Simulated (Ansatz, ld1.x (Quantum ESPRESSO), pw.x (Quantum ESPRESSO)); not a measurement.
**I: does the RRKJ potential hold in the solid?**

I, norm-conserving RRKJ (Kleinman–Bylander form), made with ld1.x (Quantum ESPRESSO) 7.5 (PBE, scalar-relativistic). Core [Kr] 4d10, reference 5s2 5p5. Waves: 5s (bound): rc 1.80 bohr; 5p (bound): rc 1.80 bohr; 5d channel at 0.35 Ry: rc 2.00 bohr. Local part: all-electron potential smoothed inside 1.80 bohr (lloc = -1). Core correction: Bessel-smoothed model core inside 1.30 bohr. rho0 = 0.001.

Crystal test: bcc I in pw.x 7.5, no spin, 11³ k-points, Fermi–Dirac smearing 0.01 Ry, cutoffs 60/240 Ry. The reference is all-electron LAPW (Ansatz 0.2.0) with the same functional, mesh and smearing; V0 and B0 come from Birch–Murnaghan fits to the pressures at five volumes. Errors are pseudo minus all-electron; Δ is the rms difference of the E(V) curves that follow from these fits, minima aligned, over ±6 % about the mean V0. Mesh and smearing are coarse, so the numbers serve the comparison and aren't converged zero-temperature values; the lattice is a test structure that the element need not adopt.

All-electron: a0 = 4.178 Å (V0 = 36.46 Å³/atom), B0 = 21.2 GPa.

Q: How far does the potential miss the all-electron equation of state?

A: mean pressure error (GPa): -0.67; a0 (Å): 4.133; a0 error (%): -1.08; B0 error (%): +8.5; Δ (meV/atom): 5.6. This is a poor potential for the solid. Note: ghost state, extra bound levels that the all-electron valence spectrum of the same l lacks: s at -4.3 eV. A true bound ghost makes a file unfit for plane-wave use.

```tsv
V (Å³/atom)	P all-electron (GPa)	P pseudo (GPa)
34.872	1.08	0.29
35.789	0.42	-0.30
36.707	-0.14	-0.80
37.625	-0.61	-1.22
38.542	-1.00	-1.56
```

Q: At the middle volume, how do free energy and pressure move when the wave cutoff is lowered (ecutrho kept at four times it)?

A:

```csv
cutoff (Ry),shift of F (meV/atom),shift of P (GPa)
27,+248.6,+0.25
36,+133.7,-1.35
48,+19.9,-0.54
```

The run at the middle volume (56 k-points, 7 iterations) took about 16 s on one core of a shared host (Neoverse-V1, 32 threads, 247 GiB, load 20).
